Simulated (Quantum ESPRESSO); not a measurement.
# InP (F-43m) in Quantum ESPRESSO: notebook

One crystal, InP, is run at these levels: PBEsol, LDA; tasks: phonons and Raman activities, phonons, dielectric tensor.

Everything below comes from runs of Quantum ESPRESSO 7.5. Logs are shortened: lines on timing, memory, paths and dates and some standing lists are left out, and cuts for length are marked.

**Measured values to compare with.**

A printed reference work, textbook reports, for a bulk crystal of InP at 300 K: high-frequency dielectric constant 9.61.

How close the calculation comes is told below.

**1. The structure**

Symmetry: F-43m, No. 216, cubic system. Conventional cell: a = 5.861 Å, b = 5.861 Å, c = 5.861 Å, α = 90.00°, β = 90.00°, γ = 90.00°. In (site symmetry -43m) is surrounded by 4 P at 2.54 Å. P (site symmetry -43m) has 4 In at 2.54 Å as nearest neighbours.

**2. Phonons and Raman activities, PBEsol**

File pw.in:

```
&CONTROL
  calculation = 'scf'
  prefix = 'pwscf'
  outdir = './tmp'
  pseudo_dir = './pseudo'
  tprnfor = .true.
  tstress = .true.
  disk_io = 'low'
/
&SYSTEM
  ibrav = 0
  nat = 2
  ntyp = 2
  ecutwfc = 70
  nbnd = 15
  occupations = 'smearing'
  smearing = 'fd'
  degauss = 0.00367493
/
&ELECTRONS
  conv_thr = 4d-10
  electron_maxstep = 120
  mixing_beta = 0.5
/
ATOMIC_SPECIES
In   114.8180 In.upf
P     30.9738 P.upf
CELL_PARAMETERS angstrom
   0.0000000000    2.9305000000    2.9305000000
   2.9305000000    0.0000000000    2.9305000000
   2.9305000000    2.9305000000    0.0000000000
ATOMIC_POSITIONS crystal
In     0.0000000000    0.0000000000    0.0000000000
P      0.7500000000    0.7500000000    0.7500000000
K_POINTS automatic
4 4 4 1 1 1
```

File relax.in:

```
&CONTROL
  calculation = 'vc-relax'
  prefix = 'pwscf'
  outdir = './tmp'
  pseudo_dir = './pseudo'
  tprnfor = .true.
  tstress = .true.
  disk_io = 'low'
  nstep = 40
  forc_conv_thr = 0.0001
  etot_conv_thr = 1d-06
/
&SYSTEM
  ibrav = 0
  nat = 2
  ntyp = 2
  ecutwfc = 70
  nbnd = 15
  occupations = 'smearing'
  smearing = 'fd'
  degauss = 0.00367493
/
&ELECTRONS
  conv_thr = 4d-10
  electron_maxstep = 120
  mixing_beta = 0.5
/
&IONS
  ion_dynamics = 'bfgs'
/
&CELL
  cell_dynamics = 'bfgs'
  press = 0
  press_conv_thr = 0.2
/
ATOMIC_SPECIES
In   114.8180 In.upf
P     30.9738 P.upf
CELL_PARAMETERS angstrom
   0.0000000000    2.9305000000    2.9305000000
   2.9305000000    0.0000000000    2.9305000000
   2.9305000000    2.9305000000    0.0000000000
ATOMIC_POSITIONS crystal
In     0.0000000000    0.0000000000    0.0000000000
P      0.7500000000    0.7500000000    0.7500000000
K_POINTS automatic
4 4 4 1 1 1
```

File scf2.in:

```
&CONTROL
  calculation = 'scf'
  prefix = 'pwscf'
  outdir = './tmp'
  pseudo_dir = './pseudo'
  tprnfor = .true.
  tstress = .true.
  disk_io = 'low'
/
&SYSTEM
  ibrav = 0
  nat = 2
  ntyp = 2
  ecutwfc = 70
  nbnd = 15
  occupations = 'fixed'
/
&ELECTRONS
  conv_thr = 1d-13
  electron_maxstep = 120
  mixing_beta = 0.5
  startingpot = 'file'
  startingwfc = 'file'
/
ATOMIC_SPECIES
In   114.8180 In.upf
P     30.9738 P.upf
CELL_PARAMETERS angstrom
   0.0000000000    2.9406009022    2.9406009022
   2.9406009022    0.0000000000    2.9406009022
   2.9406009022    2.9406009022    0.0000000000
ATOMIC_POSITIONS crystal
In     0.0000000000    0.0000000000    0.0000000000
P      0.7500000000    0.7500000000    0.7500000000
K_POINTS automatic
4 4 4 1 1 1
```

File ph.in:

```
raman of InP
&INPUTPH
  prefix = 'pwscf'
  outdir = './tmp'
  tr2_ph = 1d-16
  fildyn = 'dyn'
  niter_ph = 60
  alpha_mix(1) = 0.7
  epsil = .true.
/
0.0000000000 0.0000000000 0.0000000000
```

File dynmat.in:

```
&INPUT
  fildyn = 'dyn'
  asr = 'crystal'
  lperm = .true.
  filout = 'dynmat.disp'
  fileig = 'dynmat.eig'
/
```

File dynmat_lo.in:

```
&INPUT
  fildyn = 'dyn'
  asr = 'crystal'
  filout = 'dynmat_lo.disp'
  fileig = 'dynmat_lo.eig'
  q(1) = 0
  q(2) = 0
  q(3) = 1
/
```

File scf_1x+.in:

```
&CONTROL
  calculation = 'scf'
  prefix = 'pwscf'
  outdir = './tmp'
  pseudo_dir = './pseudo'
  tprnfor = .true.
  disk_io = 'low'
/
&SYSTEM
  ibrav = 0
  nat = 2
  ntyp = 2
  ecutwfc = 70
  nbnd = 15
  occupations = 'fixed'
/
&ELECTRONS
  conv_thr = 1d-12
  electron_maxstep = 120
  mixing_beta = 0.5
/
ATOMIC_SPECIES
In   114.8180 In.upf
P     30.9738 P.upf
CELL_PARAMETERS angstrom
   0.0000000000    2.9406009022    2.9406009022
   2.9406009022    0.0000000000    2.9406009022
   2.9406009022    2.9406009022    0.0000000000
ATOMIC_POSITIONS crystal
In    -0.0025504991    0.0025504991    0.0025504991
P      0.7500000000    0.7500000000    0.7500000000
K_POINTS automatic
4 4 4 1 1 1
```

File eps_1x+.in:

```
dielectric tensor, atom 1 moved
&INPUTPH
  prefix = 'pwscf'
  outdir = './tmp'
  tr2_ph = 1d-15
  epsil = .true.
  trans = .false.
  zeu = .false.
/
0.0 0.0 0.0
```

File scf_1x-.in:

```
&CONTROL
  calculation = 'scf'
  prefix = 'pwscf'
  outdir = './tmp'
  pseudo_dir = './pseudo'
  tprnfor = .true.
  disk_io = 'low'
/
&SYSTEM
  ibrav = 0
  nat = 2
  ntyp = 2
  ecutwfc = 70
  nbnd = 15
  occupations = 'fixed'
/
&ELECTRONS
  conv_thr = 1d-12
  electron_maxstep = 120
  mixing_beta = 0.5
/
ATOMIC_SPECIES
In   114.8180 In.upf
P     30.9738 P.upf
CELL_PARAMETERS angstrom
   0.0000000000    2.9406009022    2.9406009022
   2.9406009022    0.0000000000    2.9406009022
   2.9406009022    2.9406009022    0.0000000000
ATOMIC_POSITIONS crystal
In     0.0025504991   -0.0025504991   -0.0025504991
P      0.7500000000    0.7500000000    0.7500000000
K_POINTS automatic
4 4 4 1 1 1
```

File eps_1x-.in:

```
dielectric tensor, atom 1 moved
&INPUTPH
  prefix = 'pwscf'
  outdir = './tmp'
  tr2_ph = 1d-15
  epsil = .true.
  trans = .false.
  zeu = .false.
/
0.0 0.0 0.0
```

Potentials or basis: PseudoDojo 0.4.1 SR PBEsol standard.

Command:

```console
OMP_NUM_THREADS=1 pw.x -in pw.in > pw.out
OMP_NUM_THREADS=1 pw.x -in relax.in > relax.out
OMP_NUM_THREADS=1 pw.x -in scf2.in > scf2.out
OMP_NUM_THREADS=1 ph.x -in ph.in > ph.out
OMP_NUM_THREADS=1 dynmat.x -in dynmat.in > dynmat.out
OMP_NUM_THREADS=1 dynmat.x -in dynmat_lo.in > dynmat_lo.out
OMP_NUM_THREADS=1 pw.x -in scf_1x+.in > scf_1x+.out
OMP_NUM_THREADS=1 ph.x -in eps_1x+.in > eps_1x+.out
OMP_NUM_THREADS=1 pw.x -in scf_1x-.in > scf_1x-.out
OMP_NUM_THREADS=1 ph.x -in eps_1x-.in > eps_1x-.out
OMP_NUM_THREADS=1 pw.x -in scf_1y+.in > scf_1y+.out
OMP_NUM_THREADS=1 ph.x -in eps_1y+.in > eps_1y+.out
OMP_NUM_THREADS=1 pw.x -in scf_1y-.in > scf_1y-.out
OMP_NUM_THREADS=1 ph.x -in eps_1y-.in > eps_1y-.out
OMP_NUM_THREADS=1 pw.x -in scf_1z+.in > scf_1z+.out
OMP_NUM_THREADS=1 ph.x -in eps_1z+.in > eps_1z+.out
OMP_NUM_THREADS=1 pw.x -in scf_1z-.in > scf_1z-.out
OMP_NUM_THREADS=1 ph.x -in eps_1z-.in > eps_1z-.out
```

pw.out:

```text
This program is part of the open-source Quantum ESPRESSO suite
     for quantum simulation of materials; please cite
[... 9 lines left out ...]
     --------------------
     sticks:   dense  smooth     PW     G-vecs:    dense   smooth      PW
     Sum        1177    1177    349                26813    26813    4279

     Using Slab Decomposition

     bravais-lattice index     =            0
     lattice parameter (alat)  =       7.8317  a.u.
     unit-cell volume          =     339.6658 (a.u.)^3
     number of atoms/cell      =            2
     number of atomic types    =            2
     number of electrons       =        18.00
     number of Kohn-Sham states=           15
     kinetic-energy cutoff     =      70.0000  Ry
     charge density cutoff     =     280.0000  Ry
     scf convergence threshold =      4.0E-10
     mixing beta               =       0.5000
     number of iterations used =            8  plain     mixing
     Exchange-correlation= PBESOL
                           (   1   4  10   8   0   0   0)

     celldm(1)=   7.831692  celldm(2)=   0.000000  celldm(3)=   0.000000
     celldm(4)=   0.000000  celldm(5)=   0.000000  celldm(6)=   0.000000

     crystal axes: (cart. coord. in units of alat)
               a(1) = (   0.000000   0.707107   0.707107 )
               a(2) = (   0.707107   0.000000   0.707107 )
               a(3) = (   0.707107   0.707107   0.000000 )

     reciprocal axes: (cart. coord. in units 2 pi/alat)
               b(1) = ( -0.707107  0.707107  0.707107 )
               b(2) = (  0.707107 -0.707107  0.707107 )
               b(3) = (  0.707107  0.707107 -0.707107 )

     PseudoPot. # 1 for In read from file:
     In.upf
     Pseudo is Norm-conserving + core correction, Zval = 13.0
     Generated using ONCVPSP code by D. R. Hamann
     Using radial grid of 1940 points,  6 beta functions with:
                l(1) =   0
                l(2) =   0
                l(3) =   1
                l(4) =   1
                l(5) =   2
                l(6) =   2

     PseudoPot. # 2 for P  read from file:
     P.upf
     Pseudo is Norm-conserving + core correction, Zval =  5.0
     Generated using ONCVPSP code by D. R. Hamann
     Using radial grid of 1298 points,  6 beta functions with:
                l(1) =   0
                l(2) =   0
                l(3) =   1
                l(4) =   1
                l(5) =   2
                l(6) =   2

     atomic species   valence    mass     pseudopotential
     In               13.00   114.81800     In( 1.00)
     P                 5.00    30.97380     P ( 1.00)

     24 Sym. Ops. (no inversion) found

   Cartesian axes

     site n.     atom                  positions (alat units)
         1        In     tau(   1) = (   0.0000000   0.0000000   0.0000000  )
         2        P      tau(   2) = (   1.0606602   1.0606602   1.0606602  )

     number of k points=    10  Fermi-Dirac smearing, width (Ry)=  0.0037
                       cart. coord. in units 2pi/alat
        k(    1) = (   0.0883883   0.0883883   0.0883883), wk =   0.0625000
        k(    2) = (   0.2651650   0.2651650  -0.0883883), wk =   0.1875000
        k(    3) = (  -0.2651650  -0.2651650   0.4419417), wk =   0.1875000
        k(    4) = (  -0.0883883  -0.0883883   0.2651650), wk =   0.1875000
        k(    5) = (   0.4419417   0.0883883   0.0883883), wk =   0.1875000
        k(    6) = (  -0.0883883  -0.4419417   0.6187184), wk =   0.3750000
        k(    7) = (   0.0883883  -0.2651650   0.4419417), wk =   0.3750000
        k(    8) = (  -0.6187184   0.0883883   0.0883883), wk =   0.1875000
        k(    9) = (   0.2651650   0.2651650   0.2651650), wk =   0.0625000
        k(   10) = (  -0.2651650  -0.2651650   0.7954951), wk =   0.1875000

     Dense  grid:    26813 G-vectors     FFT dimensions: (  45,  45,  45)

     Initial potential from superposition of free atoms

     starting charge      17.9964, renormalised to      18.0000
     Starting wfcs are   13 randomized atomic wfcs +    2 random wfcs

     Self-consistent Calculation

     iteration #  1     ecut=    70.00 Ry     beta= 0.50
     Davidson diagonalization with overlap
     ethr =  1.00E-02,  avg # of iterations =  5.0

     Threshold (ethr) on eigenvalues was too large:
     Diagonalizing with lowered threshold

     Davidson diagonalization with overlap
     ethr =  5.41E-04,  avg # of iterations =  1.8

     total energy              =    -146.44707870 Ry
     estimated scf accuracy    <       0.09519563 Ry

     iteration #  2     ecut=    70.00 Ry     beta= 0.50
     Davidson diagonalization with overlap
     ethr =  5.29E-04,  avg # of iterations =  2.0

     total energy              =    -146.46732563 Ry
     estimated scf accuracy    <       0.00639025 Ry

     iteration #  3     ecut=    70.00 Ry     beta= 0.50
     Davidson diagonalization with overlap
     ethr =  3.55E-05,  avg # of iterations =  6.3

     total energy              =    -146.46771707 Ry
     estimated scf accuracy    <       0.00116590 Ry
[... 33 lines left out ...]
     total energy              =    -146.46778000 Ry
     estimated scf accuracy    <          2.1E-09 Ry

     iteration #  9     ecut=    70.00 Ry     beta= 0.50
     Davidson diagonalization with overlap
     ethr =  1.18E-11,  avg # of iterations =  2.2

     total energy              =    -146.46778000 Ry
     estimated scf accuracy    <          4.3E-10 Ry

     iteration # 10     ecut=    70.00 Ry     beta= 0.50
     Davidson diagonalization with overlap
     ethr =  2.41E-12,  avg # of iterations =  2.1

     End of self-consistent calculation

          k = 0.0884 0.0884 0.0884 (  3374 PWs)   bands (ev):

    -7.1895  -7.1631  -7.1631  -7.0178  -7.0178  -4.3266   5.4641   6.8510
     6.8510   8.6212  11.2024  11.3369  11.3369  15.7709  15.7709

          k = 0.2652 0.2652-0.0884 (  3372 PWs)   bands (ev):

    -7.2567  -7.1374  -7.1345  -7.0208  -7.0092  -3.4686   2.9319   5.2952
     6.4279   9.4769  11.7261  11.9084  12.4762  14.9469  16.6082

          k =-0.2652-0.2652 0.4419 (  3355 PWs)   bands (ev):

    -7.2928  -7.1277  -7.1209  -7.0150  -7.0025  -2.6974   1.4042   5.2182
     5.7985   9.2907  11.3669  12.3087  13.9495  16.1746  17.5751

          k =-0.0884-0.0884 0.2652 (  3372 PWs)   bands (ev):

    -7.2383  -7.1422  -7.1390  -7.0284  -7.0077  -3.8732   4.0274   6.0893
     6.1030   9.5859  10.5192  12.3261  12.4015  14.4795  16.4488

          k = 0.4419 0.0884 0.0884 (  3368 PWs)   bands (ev):

    -7.3016  -7.1065  -7.1023  -7.0463  -6.9948  -3.0712   2.6020   4.9917
     5.3030   9.4332  10.3109  13.1251  13.8619  15.4521  17.4545

          k =-0.0884-0.4419 0.6187 (  3351 PWs)   bands (ev):

    -7.3208  -7.1077  -7.0802  -7.0406  -6.9998  -2.1745   1.4554   3.8713
     4.7485  10.1250  11.3801  12.7931  14.4453  15.8059  18.0925

          k = 0.0884-0.2652 0.4419 (  3361 PWs)   bands (ev):

    -7.2942  -7.1226  -7.1069  -7.0296  -7.0024  -2.7897   1.9948   4.4488
     5.5683  10.1784  11.1544  12.2409  13.6642  15.5951  17.7800

          k =-0.6187 0.0884 0.0884 (  3351 PWs)   bands (ev):

    -7.3417  -7.0812  -7.0736  -7.0591  -6.9876  -2.2424   1.4643   4.3357
     4.8504   9.0134   9.8910  14.7955  15.3438  16.5389  17.9026

          k = 0.2652 0.2652 0.2652 (  3365 PWs)   bands (ev):

    -7.2731  -7.1352  -7.1352  -7.0085  -7.0085  -3.1509   1.9500   6.1702
     6.1702   8.5328  11.8217  11.8217  13.5977  15.8164  16.4917

          k =-0.2652-0.2652 0.7955 (  3353 PWs)   bands (ev):

    -7.3043  -7.1167  -7.1008  -7.0246  -7.0080  -2.4069   1.5322   3.9052
     5.5409   9.6955  11.8838  13.2206  13.7614  15.5642  16.1947

     the Fermi energy is     7.7052 ev

!    total energy              =    -146.46778000 Ry
     estimated scf accuracy    <          6.9E-11 Ry
     smearing contrib. (-TS)   =      -0.00000000 Ry
     internal energy E=F+TS    =    -146.46778000 Ry

     The total energy is F=E-TS. E is the sum of the following terms:
     one-electron contribution =     -49.72178495 Ry
     hartree contribution      =      36.72965829 Ry
     xc contribution           =     -43.75524913 Ry
     ewald contribution        =     -89.72040420 Ry

     convergence has been achieved in  10 iterations

     Forces acting on atoms (cartesian axes, Ry/au):

     atom    1 type  1   force =     0.00000000    0.00000000   -0.00000000
     atom    2 type  2   force =    -0.00000000   -0.00000000   -0.00000000

     Total force =     0.000000     Total SCF correction =     0.000000

     Computing stress (Cartesian axis) and pressure

          total   stress  (Ry/bohr**3)                   (kbar)     P=        7.10
   0.00004823  -0.00000000  -0.00000000            7.10       -0.00       -0.00
  -0.00000000   0.00004823  -0.00000000           -0.00        7.10       -0.00
  -0.00000000  -0.00000000   0.00004823           -0.00       -0.00        7.10

=------------------------------------------------------------------------------=
   JOB DONE.
=------------------------------------------------------------------------------=
```

Run time: 35 min. Hardware: 1 thread of Arm Neoverse V2, shared host; peak memory 0.09 GiB.

Results:

```
Free energy                                             : -1992.7968 eV
Relaxed volume                                          : 25.43 Å³/atom
Relaxed cell                                            : a = 4.159 Å, b = 4.159 Å, c = 4.159 Å, α = 60.00°, β = 60.00°, γ = 60.00°
Space group after relaxing (to 0.05 Å)                  : F-43m (No. 216)
Pressure after relaxing                                 : 0.0 GPa
Electronic dielectric tensor (diagonal)                 : 12.20
Born charges (mean of the diagonal)                     : In +2.54; P -2.63 e
Highest phonon frequency at Γ, LO-TO splitting left out : 296 cm⁻¹
Static dielectric tensor (diagonal)                     : 15.22
```

Step by step:
```
step  energy change (eV)  largest force (eV/Å)  pressure (GPa)  volume (Å³)
   1              0.0000                0.0000            0.71        50.33
   2             -0.0007                0.0000            0.46        50.52
   3             -0.0011                0.0000            0.19        50.72
   4             -0.0011                0.0000            0.00        50.85
   5             -0.0011                0.0000            0.00        50.86
```

Final structure:
```xyz
2
Lattice="0.0000 2.9406 2.9406 2.9406 0.0000 2.9406 2.9406 2.9406 0.0000" Properties=species:S:1:pos:R:3 pbc="T T T"
In    0.0000    0.0000    0.0000
P     4.4109    4.4109    4.4109
```

Levels at points of the mesh, in eV from the valence-band top:
```
           k point  band 5  band 6  band 7  band 8  band 9  band 10  band 11  band 12  band 13  band 14
(0.12, 0.12, 0.12)  -13.85  -11.11   -1.39    0.00    0.00     1.73     4.34     4.48     4.48     8.91
```

Phonon frequencies in cm⁻¹ (negative: imaginary):
| q point | frequencies |
| --- | --- |
| (0.000, 0.000, 0.000) | -5 -5 -5 296 296 296 |

Electronic dielectric tensor:
```
12.20  0.00  0.00
 0.00 12.20  0.00
 0.00  0.00 12.20
```

Born effective charge tensors (e):
atom 1, In
```
2.54 0.00 0.00
0.00 2.54 0.00
0.00 0.00 2.54
```
atom 2, P
```
-2.63  0.00  0.00
 0.00 -2.63  0.00
 0.00  0.00 -2.63
```

Optical modes at Γ, degenerate ones joined, polar ones without the macroscopic field:
```
cm⁻¹  components  symmetry     active in  IR intensity, summed ((D/Å)²/amu)
 296           3        T2  IR and Raman                              18.97
```

Zone-centre frequencies without and with the macroscopic field along z (cm⁻¹):
```tsv
	optical modes in rising order
without	296 296 296
with the field	296 296 331
```

Static dielectric tensor, electrons and zone-centre modes:
```
15.22  0.00  0.00
 0.00 15.22  0.00
 0.00  0.00 15.22
```

Non-resonant Raman activities from finite differences of the dielectric tensor, degenerate modes summed:
| cm⁻¹ | modes | symmetry | activity (Å⁴/amu) |
| --- | --- | --- | --- |
| 296 | 3 | T2 | 1004.9 |

Volume times the derivative of the susceptibility by an atom's move (Å²), components over 0.05:
| atom | move | component | value |
| --- | --- | --- | --- |
| 1 In | x | yz | 19.73 |
| 1 In | y | xz | 19.73 |
| 1 In | z | xy | 19.73 |
| 2 P | x | yz | -19.73 |
| 2 P | y | xz | -19.73 |
| 2 P | z | xy | -19.73 |

Caveat: the k mesh is coarse; the mesh is thin for the dielectric tensor, Born charges and intensities, which usually come out too large; the Born charges break their sum rule by 0.09 e, a sign of too thin a mesh.

(Part 1 of 3 ends here.)
